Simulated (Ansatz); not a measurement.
Input of an Ansatz 0.2.0 run:

File input.yaml:

```yaml
crystal:
  lattice:
    - [3.29066902, 0.0, 0.0]
    - [1.64533451, 2.8498029668, 0.0]
    - [1.64533451, 0.9499343223, 2.6868200038]
  atoms:
    - { symbol: O, position: [0.0, 0.0, 0.0] }
    - { symbol: Li, position: [0.25, 0.25, 0.25] }
    - { symbol: Li, position: [0.75, 0.75, 0.75] }
hamiltonian:
  xc: rpbe
  pseudopotentials: { kind: paw }
kpoints:
  mp_grid: { grid: [10, 10, 10] }
scf:
  occupations: { method: gaussian, width: 0.02 }
output:
  forces: true
  stress: true
  eigenvalues: true
```

Potentials or basis: Ansatz PAW.

Command:

```sh
$ ansatz run input.yaml --threads 2 --pin off --max-ram 5632MiB --backend cpu --events-out ev --progress --plain --runs-dir out
```

Task: Predict the band gap on the k mesh.

Result: 5.09 eV, indirect (least direct gap 5.20 eV).

Task: Estimate the pressure.

Result: 2.1 GPa.

Caveat: the pressure holds a Pulay correction of +0.4 GPa for the finite cutoff; the PAW data sets come from PBE, with cores solved anew for the run's functional, which leaves a small shift of forces and pressure. A k mesh can miss the band edges.
